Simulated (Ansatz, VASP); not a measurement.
One calculation of Ru, two programs

```
CELL_PARAMETERS angstrom
0.00000 1.88038 1.88038
1.88038 0.00000 1.88038
1.88038 1.88038 0.00000
ATOMIC_POSITIONS crystal
Ru 0.00000 0.00000 0.00000
```

Alike in both runs: task single point; functional PBE; k mesh 23 × 23 × 23; occupations fermi-dirac, width 0.1 eV; no spin polarisation.

|  | VASP | Ansatz |
| --- | --- | --- |
| version | VASP 6.6.1 | Ansatz 0.2.0 |
| potentials or method | VASP PAW PBE potentials, release 64 (Ru_pv) | plane waves (420 eV) with PAW, scalar-relativistic |
| plane-wave cutoff (eV) | 520 | 420 |
| valence electrons in the cell | 14 | 16 |

```csv
,VASP,Ansatz,Ansatz less VASP
pressure (GPa),13.5,13.6,+0.07
```

The two sets of potentials don't hold the same shells in valence.
